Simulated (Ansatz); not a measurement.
How much do the gradients of InSb depend on the method?

Cell: a structure deposited in the COD, its atoms then relaxed with PBE in this cell.

```yaml
crystal:
  lattice:
    - [5.35700, 0.00000, 0.00000]
    - [0.00000, 5.71200, 0.00000]
    - [0.00000, 0.00000, 3.06300]
  atoms:
    - { symbol: In, position: [0.00000, 0.00000, 0.17224] }
    - { symbol: In, position: [0.50000, 0.50000, 0.82776] }
    - { symbol: Sb, position: [0.50000, 0.00000, 0.71496] }
    - { symbol: Sb, position: [0.00000, 0.50000, 0.28504] }
```

Sites (sets of like atoms) are named by element and the number of their first atom in this list.

First run. Method: Kohn–Sham DFT in Ansatz, PBE, plane waves and PAW, scalar-relativistic, 420 eV cutoff, Γ-centred 9×8×15 k-points, Fermi–Dirac smearing 0.05 eV.

```json
{"site": "In", "atom": "1", "V_zz (10²¹ V/m²)": "-5.66", "η": "0.35"}
{"site": "Sb", "atom": "3", "V_zz (10²¹ V/m²)": "12.03", "η": "0.95"}
```

Second run. The same atoms and settings, except that the functional is PBEsol.

**Question.** Given the first result, estimate the second.

**Answer.** 

| site | atom | V_zz | η | change of V_zz |
| --- | --- | --- | --- | --- |
| In | 1 | -5.59 | 0.34 | +0.07 |
| Sb | 3 | 11.73 | 0.96 | -0.30 |

The largest change of V_zz is on Sb, from 12.03 to 11.73. In per cent, |V_zz| changes by -1 on In, -3 on Sb (all sites that start above 2).

With no gap above 0.1 eV, as in a metal, the gradients converge slowly in k; expect changes of a tenth or more on a denser mesh. Without spin–orbit coupling (the program notes it for In and Sb) the gradients can shift somewhat, as the gap is small.
For the first run: At this cell the PBE pressure is 14 GPa, so with PBE the cell would grow if it were relaxed. The entry's cell may itself be off. With these PAW files V_zz is typically within 2 to 3 % of all-electron values, but misses above 10 % occur on Sb.
For the second run: At this cell the PBEsol pressure is 10 GPa, so with PBEsol the cell would grow if it were relaxed.
